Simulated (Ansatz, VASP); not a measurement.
## WC in VASP and in Ansatz

```
W C
1.0
     5.81166    0.00000    0.00000
    -2.90583    5.03305    0.00000
     0.00000    0.00000   15.25648
W C
8 8
Cartesian
  0.0000 0.0000 1.0000
  0.0000 0.0000 3.8747
  -1.4529 2.5165 1.0000
  -1.4529 2.5165 3.8747
  2.9058 0.0000 1.0000
  2.9058 0.0000 3.8747
  1.4529 2.5165 1.0000
  1.4529 2.5165 3.8747
  1.4529 0.8388 2.3065
  1.4529 0.8388 4.9875
  0.0000 3.3554 2.3065
  0.0000 3.3554 4.9875
  4.3587 0.8388 2.3065
  4.3587 0.8388 4.9875
  2.9058 3.3554 2.3065
  2.9058 3.3554 4.9875
```

Alike in both runs: functional PBE; dispersion D3(BJ); k mesh 2 × 2 × 1; occupations fermi-dirac, width 0.05 eV; no spin polarisation.

Ansatz relaxed the structure, and its values are those at the end. VASP's run is a single point on that final structure, the one shown.

|  | VASP | Ansatz |
| --- | --- | --- |
| version | VASP 6.6.1 | Ansatz 0.2.0 |
| potentials or method | VASP PAW PBE potentials, release 64 (W_sv, C) | scalar-relativistic, plane waves, PAW |
| plane-wave cutoff (eV) | 520 | 420 |
| valence electrons in the cell | 144 | 144 |

|  | VASP | Ansatz | Ansatz less VASP |
| --- | --- | --- | --- |
| rms of the force components (eV/Å) | 0.033 | 0.003 | -0.0297 |
| dispersion energy (meV/atom) | -292.1 | -292.2 | -0.05 |

Caveats: the k mesh is coarse (spacing up to 0.62 Å⁻¹), so the values aren't converged. The runs have no spin-orbit coupling, so splittings on W are missing.
